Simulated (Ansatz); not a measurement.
**WS2: stress in a strained cell**

WS2 is deformed so: zz strain of -1 %. What stress and forces result, by LAPW, PAW and all-electron datasets made for the crystal?

Program: Ansatz 0.2.0. Level of theory: DFT LDA, scalar-relativistic. These are calculated values, not measurements.

## 1. The structure to begin with

Symmetry: R3m, No. 160, trigonal system. Conventional cell: a = 3.158 Å, b = 3.158 Å, c = 18.490 Å, α = 90.00°, β = 90.00°, γ = 120.00°. W (site symmetry 3m) has 6 S at 2.39 to 2.42 Å as nearest neighbours. S (site symmetry 3m) is surrounded by 3 W at 2.39 Å. S (site symmetry 3m) has 3 W at 2.42 Å as nearest neighbours.

Coordinates:

```xyz
3
Lattice="1.5790 0.9116 6.1633 -1.5790 0.9116 6.1633 0.0000 -1.8233 6.1633" Properties=species:S:1:pos:R:3 pbc="T T T"
W     0.0000    0.0000    0.0000
S     0.0000    0.0000   13.8730
S     0.0000    0.0000   10.7427
```

Atoms are numbered in the order of the input: W1, S2, S3.

## 2. The deformed structure

Space group R3m before, R3m after.

## 3. LAPW, all electrons

Input file input.yaml:

```yaml
crystal:
  lattice:
    - [1.5790003843, 0.9116362969, 6.1016967]
    - [-1.5790003843, 0.9116362969, 6.1016967]
    - [0.0, -1.8232725938, 6.1016967]
  atoms:
    - { symbol: W, position: [0.0, 0.0, 0.0] }
    - { symbol: S, position: [0.7503, 0.7503, 0.7503] }
    - { symbol: S, position: [0.581, 0.581, 0.581] }
kpoints:
  mp_grid: { grid: [13, 13, 13] }
  band_path:
    path:
      - [0.0, 0.0, 0.0]
      - [0.5, 0.5, 0.5]
      - [0.8184516957, 0.1815483043, 0.5]
      - [0.5, -0.1815483043, 0.1815483043]
      - [0.5, 0.0, 0.0]
      - [0.0, 0.0, 0.0]
      - [0.3407741522, -0.3407741522, 0.0]
      - [0.6592258479, 0.0, 0.3407741522]
      - [0.5, 0.0, 0.5]
    npoints: 5
scf:
  occupations: { method: fermi_dirac, width: 0.08 }
hamiltonian:
  xc: lda
  pseudopotentials: { kind: all_electron, lapw: { basis_error: 0.0005 } }
output:
  forces: true
  stress: true
  eigenvalues: true
```

Launch:

```console
> ansatz run input.yaml --threads 1 --pin off --max-ram 6144MiB --backend cpu --events-out ev --progress --plain --runs-dir out
```

Output, cut to the lines that bear on the results:

```text
LAPW: plane waves up to 9.152 Å⁻¹, error target 5.0e-4 eV per atom; small_component_spin mean_spin; S in spheres of 1.027 Å, 14 of its electrons in bands, Dirac shells []; W in spheres of 1.354 Å, 44 of its electrons in bands, Dirac shells []
[...]
Pseudopotentials: kind: all_electron
Pseudopotential: W, LAPW, valence charge 44, Koelling and Harmon's equation, gaussian nucleus
Pseudopotential: S, LAPW, valence charge 14, Koelling and Harmon's equation, gaussian nucleus
Functional definition: SPW92
[...]
Crystal: 3 atoms, lattice volume = 52.699 Å³
Basis set: ecut = 319.1291810084262 eV, 689 PW (Γ), FFT grids on a1−a3, a2−a3, a3, exchange–correlation at level 2
Bands: 44, of which v1, the nominal top of the filled ones, is band 36 counted from 1 (35 counted from 0)
Symmetry: 6 space group operations
Space group: R3m (ITA 160), of the structure as read, at distance tolerance 3.7e-5 Å
k-points: 231 of 2197 (time reversal used)
[...]
SCF iter   1: F=—  HF=-460611.059322 eV  |F-HF|=—  |Δ(HF+E_count)|=         —  Δρ=3.82e-2  dr2=8.82e-1  ethr=1.22e-3  ⟨swp⟩=2.0  Hψ=65389  notcnv=0
[...]
the basis was enlarged: its passes take 421.8 KiB over the memory plan, 1 of 1 planned eigensolver slots
[...]
SCF iter  10: F=-460610.633497 eV  HF=-460610.633497 eV  |F-HF|=9.31e-10  |Δ(HF+E_count)|=   4.91e-8  Δρ=4.43e-6  dr2=1.44e-8  ethr=2.25e-10  ⟨swp⟩=2.0  Hψ=28436  notcnv=0
[...]
NSCF: frozen V_eff on 41 k-points
SCF converged after 10 iterations
Free energy (F): -460610.633497 eV
[...]
E sigma→0 (E₀):  -460610.633473 eV
Entropy (-TS):   -0.000048 eV (-0.016 meV/atom)
Fermi energy:    14.735345 eV
[...]
--- Forces (eV/Å), atoms counted from 1 ---
  atom   1  W     -0.00000000     0.00000000    -0.59812722
  atom   2  S      0.00000000    -0.00000000     0.33429304
  atom   3  S      0.00000000    -0.00000000     0.26381643
[...]
--- Stress (GPa, compression-positive) ---
       -2.665151      -0.000000       0.000000
       -0.000000      -2.665151       0.000000
        0.000000       0.000000      -0.227276
  P = ⅓ Tr σ = -1.8525 GPa (-18.525 kbar)
--- Band table (eV; the first three rows and the last of 231) ---
[...]
```

Wall time 4.4 min (1 thread of Arm Neoverse V2, shared host); peak memory 1.2 GiB.

In short: pressure -1.85 GPa; gap 0.95 eV; largest force 0.598 eV/Å.

## 4. PAW with frozen cores

Input file input.yaml:

```yaml
crystal:
  lattice:
    - [1.5790003843, 0.9116362969, 6.1016967]
    - [-1.5790003843, 0.9116362969, 6.1016967]
    - [0.0, -1.8232725938, 6.1016967]
  atoms:
    - { symbol: W, position: [0.0, 0.0, 0.0] }
    - { symbol: S, position: [0.7503, 0.7503, 0.7503] }
    - { symbol: S, position: [0.581, 0.581, 0.581] }
kpoints:
  mp_grid: { grid: [13, 13, 13] }
scf:
  occupations: { method: fermi_dirac, width: 0.08 }
hamiltonian:
  xc: lda
  pseudopotentials: { kind: paw }
output:
  forces: true
  stress: true
  eigenvalues: true
  efg: { contact_densities: true }
```

Launch:

```console
> ansatz run input.yaml --threads 1 --pin off --max-ram 6144MiB --backend cpu --events-out ev --progress --plain --runs-dir out
```

Output, cut to the lines that bear on the results:

```text
[...]
W: output.efg is read without spin–orbit coupling, which moves field gradients at and beside such atoms by some per cent and up to a factor of two; PAW files take it under magnetization.noncollinear and magnetization.spin_orbit
[...]
Pseudopotentials: kind: paw
Pseudopotential: W, paw, valence charge 14, recommended cutoff 420 eV (normal)
Pseudopotential: S, paw, valence charge 6, recommended cutoff 420 eV (normal)
[... 1 set-up line as earlier in the session ...]
[...]
Crystal: 3 atoms, lattice volume = 52.699 Å³
Basis set: ecut = 420 eV, 999 PW (Γ), FFT grids on a1−a3, a2−a3, a3
Bands: 17, of which v1, the nominal top of the filled ones, is band 13 counted from 1 (12 counted from 0)
[... 2 set-up lines as earlier in the session ...]
k-points: 231 of 2197 (time reversal used)
[...]
       -2.708619       0.000000       0.000000
        0.000000      -2.708619       0.000000
        0.000000       0.000000      -0.238752
  P = ⅓ Tr σ = -1.8853 GPa (-18.853 kbar)
--- PAW observables at the nuclei: V_zz in 10²¹ V/m², potentials from the cell's mean, atoms counted from 1 ---
  atom   1  W  V_zz =   -18.472873   η = 0.0000   by run symmetry: allowed
            electrostatic potential = -14806.533387 V   contact ρ = 8788646.667278 e/Å³
  atom   2  S  V_zz =    -5.262835   η = 0.0000   by run symmetry: allowed
            electrostatic potential = -1639.021316 V   contact ρ = 19606.735446 e/Å³
  atom   3  S  V_zz =    -4.487121   η = 0.0000   by run symmetry: allowed
            electrostatic potential = -1638.986524 V   contact ρ = 19607.312823 e/Å³
--- Band table (eV; the first three rows and the last of 231) ---
  k-point 0: bands = ["-62.8903", "-27.1944", "-27.0109", "-27.0109", "-4.0346", "-1.9334", "3.9211", "8.0058", "8.0058", "9.2821", "9.2821", "10.1967", "10.4704", "13.8186", "13.8186", "14.2333", "14.2333"]
[...]
```

Run time: 17 s. Hardware: 1 thread of Arm Neoverse V2, shared host; peak memory 0.53 GiB.

Read from it: pressure -1.89 GPa; gap on the k mesh 0.96 eV (an odd mesh misses the zone boundary); largest force 0.598 eV/Å; Vzz W1 -18.47 (η = 0.00), S2 -5.26 (η = 0.00), S3 -4.49 (η = 0.00) (10²¹ V/m²).

## 5. All-electron PAW on datasets made for the crystal

input.yaml: that of step 4 with these lines changed.

```diff
@@ -15,3 +15,3 @@
   xc: lda
-  pseudopotentials: { kind: paw }
+  pseudopotentials: { kind: all_electron, datasets: crystal }
 output:
```

Launch:

```console
> ansatz run input.yaml --threads 1 --pin off --max-ram 6144MiB --backend cpu --events-out ev --progress --plain --runs-dir out
```

Output, cut to the lines that bear on the results:

```text
[...]
band count auto-derived: 19 (N_el = 26.0; filled up to band 13; 17 by the electrons, moments and atoms)
W: output.efg is read without spin–orbit coupling, which moves field gradients at and beside such atoms by some per cent and up to a factor of two; PAW files take it under magnetization.noncollinear and magnetization.spin_orbit
[...]
[... 1 set-up line as earlier in the session ...]
Pseudopotential: W, paw, valence charge 28, recommended cutoff 300 eV (normal), Koelling and Harmon's equation, gaussian nucleus
Pseudopotential: S, paw, valence charge 6, recommended cutoff 300 eV (normal), Koelling and Harmon's equation, gaussian nucleus
[... 1 set-up line as earlier in the session ...]
[...]
Crystal: 3 atoms, lattice volume = 52.699 Å³
Basis set: ecut = 300 eV, 617 PW (Γ), FFT grids on a1−a3, a2−a3, a3
Bands: 19, of which v1, the nominal top of the filled ones, is band 13 counted from 1 (12 counted from 0)
[...]
        0.000000      -2.668340       0.000000
        0.000000       0.000000      -0.229418
  P = ⅓ Tr σ = -1.8554 GPa (-18.554 kbar)
  It holds what live shells' own plane waves past their cutoff add
--- PAW observables at the nuclei: V_zz in 10²¹ V/m², potentials from the cell's mean, atoms counted from 1 ---
  atom   1  W  V_zz =   -18.190014   η = 0.0000   by run symmetry: allowed
            electrostatic potential = -14800.452568 V   contact ρ = 8784010.141859 e/Å³
  atom   2  S  V_zz =    -5.268531   η = 0.0000   by run symmetry: allowed
            electrostatic potential = -1635.745523 V   contact ρ = 19624.489121 e/Å³
  atom   3  S  V_zz =    -4.493077   η = 0.0000   by run symmetry: allowed
            electrostatic potential = -1635.726445 V   contact ρ = 19625.066723 e/Å³
--- Band table (eV; the first three rows and the last of 231) ---
  k-point 0: bands = ["-60.2656", "-24.5791", "-24.3945", "-24.3945", "-1.4140", "0.6867", "6.5358", "10.6247", "10.6247", "11.9011", "11.9011", "12.8119", "13.0856", "16.4350", "16.4350", "16.8492", "16.8492"]
[...]
```

Run time: 91 s. Hardware: 1 thread of Arm Neoverse V2, shared host; peak memory 2.3 GiB.

In short: pressure -1.86 GPa; gap on the k mesh 0.96 eV (an odd mesh misses the zone boundary); largest force 0.598 eV/Å; Vzz W1 -18.19 (η = 0.00), S2 -5.27 (η = 0.00), S3 -4.49 (η = 0.00) (10²¹ V/m²).

## 6. Stress and forces compared

Stress (GPa, compression positive):

```tsv
method	xx	yy	zz	yz	xz	xy
LAPW	-2.67	-2.67	-0.23	0.00	0.00	0.00
PAW	-2.71	-2.71	-0.24	0.00	0.00	0.00
crystal datasets	-2.67	-2.67	-0.23	0.00	0.00	0.00
```

Forces (eV/Å):

```tsv
atom	LAPW x	LAPW y	LAPW z	PAW x	PAW y	PAW z	crystal datasets x	crystal datasets y	crystal datasets z
W1	0.000	0.000	-0.598	0.000	0.000	-0.598	0.000	0.000	-0.598
S2	0.000	0.000	0.334	0.000	0.000	0.334	0.000	0.000	0.334
S3	0.000	0.000	0.264	0.000	0.000	0.264	0.000	0.000	0.264
```

| method | pressure (GPa) | gap on the k mesh (eV) | largest force (eV/Å) | Vzz W1 (10²¹ V/m²) | Vzz S2 (10²¹ V/m²) | Vzz S3 (10²¹ V/m²) | SCF cycles, all passes |
| --- | --- | --- | --- | --- | --- | --- | --- |
| LAPW | -1.85 | 0.96 | 0.598 | – | – | – | 10 |
| PAW | -1.89 | 0.96 | 0.598 | -18.47 | -5.26 | -4.49 | 8 |
| crystal datasets | -1.86 | 0.96 | 0.598 | -18.19 | -5.27 | -4.49 | 11 |

## 7. Outcome

| quantity | value |
| --- | --- |
| pressure | LAPW -1.85, PAW -1.89, crystal datasets -1.86 GPa |
| largest shear or deviatoric stress (LAPW) | 1.63 GPa |

What this shows: The largest part of the stress beyond the pressure is 1.63 GPa in size, in the zz component; the atoms are carried along and not relaxed. No run of the undeformed cell stands beside it, so the pressure holds what the given cell had before the change. PAW: stress within 0.04 GPa of LAPW, forces within 1 meV/Å. Crystal datasets: stress within 0.01 GPa of LAPW, forces within 1 meV/Å. Spin-orbit coupling is left out, though the cell holds W; in elements this heavy it can shift bands and gaps by tenths of an eV.
